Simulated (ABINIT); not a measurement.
Wanted: the native input for an ABINIT 10.8.3 (patched build) run.

| Item | Value |
| --- | --- |
| Task | equation of state |
| Functional | PBEsol |
| Potentials or basis | JTH PAW PBE v2.0 |
| Cutoff | 490 eV |
| k mesh | 8 × 8 × 8 |
| Occupations | fermi-dirac, width 0.05 eV |
| Spin | no spin polarisation |
| Fine-grid cutoff | 979.61 eV |

TiAl:

```xyz
2
Lattice="3.1791 0.0000 0.0000 0.0000 3.1791 0.0000 0.0000 0.0000 3.1791" Properties=species:S:1:pos:R:3 pbc="T T T"
Ti    0.0000    0.0000    0.0000
Al    1.5895    1.5895    1.5895
```

The cell comes from a database or a generator and needn't be the stable form of this composition.

One way to write it, as run:

run.abi

```
# Datasets: one volume each
ndtset 7
getwfk -1
scalecart1 3*0.9795861087
scalecart2 3*0.9864848297
scalecart3 3*0.9932883884
scalecart4 3*1.0000000000
scalecart5 3*1.0066227096
scalecart6 3*1.0131594038
scalecart7 3*1.0196128224

# Pseudopotentials
pp_dirpath "./"
pseudos "Ti.GGA_PBE-JTH.xml, Al.GGA_PBE-JTH.xml"

# Structure
acell 3*1.0
rprim
     6.0075602927     0.0000000000     0.0000000000
     0.0000000000     6.0075602927     0.0000000000
     0.0000000000     0.0000000000     6.0075602927
ntypat 2
znucl 22 13
natom 2
typat 1 2
xred
     0.0000000000     0.0000000000     0.0000000000
     0.5000000000     0.5000000000     0.5000000000

# Plane-wave basis
ecut 18.0
pawecutdg 36.0
pawxcdev 0

# k points
kptopt 1
ngkpt 8 8 8
nshiftk 1
shiftk 0.0 0.0 0.0

# Exchange and correlation
ixc -116133

# Bands and occupations
nband 12
occopt 3
tsmear 0.00183747

# SCF cycle
nstep 100
tolvrs 1.0e-9

# Output
iomode 3
prtwf 1
prtden 0
prteig 0
prtebands 0
enunit 2
```

Potentials or basis: JTH PAW PBE v2.0.

Command:

```bash
$ abinit run.abi > log 2>&1
```

It gave:

```yaml
Equilibrium_volume: 15.78 Å³/atom
Bulk_modulus: 119 GPa
Pressure_derivative_of_the_bulk_modulus: 4.0
```

Caveat: pressures at fixed basis lie under the slope of the energies; the PAW data sets were made with another functional, which shifts forces and pressure a little.

Wall time 77 s on 1 thread of Arm Neoverse V1, with other jobs on the host, peak memory 0.13 GiB.
